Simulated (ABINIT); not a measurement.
Crystal: CsPbBr3.

```xyz
5
Lattice="5.8700 0.0000 0.0000 0.0000 5.8700 0.0000 0.0000 0.0000 5.8700" Properties=species:S:1:pos:R:3 pbc="T T T"
Pb    2.9350    2.9350    2.9350
Cs    0.0000    0.0000    0.0000
Br    2.9350    2.9350    0.0000
Br    2.9350    0.0000    2.9350
Br    0.0000    2.9350    2.9350
```

Measurements of this composition are mostly on another form, of space group No. 62.

```yaml
Program: ABINIT 10.8.3 (patched build)
Task: relaxation of cell and atoms
Functional: LDA
Potentials_or_basis: PseudoDojo NC SR LDA v0.4.1 standard
Cutoff: 762 eV
k_mesh: 4 × 4 × 4
Occupations: fermi-dirac, width 0.05 eV
Spin: no spin polarisation
```

At the start: pressure -1.0 GPa; volume 40.45 Å³/atom.

How do energy, volume and symmetry change on relaxing?

Over 4 steps the energy falls by 6.2 meV/atom and the volume is 38.65 Å³/atom (-4.5 %); space group Pm-3m (No. 221, to 0.05 Å).

Step by step:
```
step  energy change (eV)  largest force (eV/Å)  pressure (GPa)  volume (Å³)
   1              0.0000                0.0000           -1.04       202.26
   2             -0.0041                0.0000           -0.98       201.62
   3             -0.0306                0.0000            0.08       192.58
   4             -0.0308                0.0000           -0.01       193.26
```

Final structure:
```
Pb Cs Br
1.0
     5.78154    0.00000    0.00000
     0.00000    5.78154    0.00000
     0.00000    0.00000    5.78154
Pb Cs Br
1 1 3
Direct
  0.50000 0.50000 0.50000
  0.00000 0.00000 0.00000
  0.50000 0.50000 0.00000
  0.50000 0.00000 0.50000
  0.00000 0.50000 0.50000
```
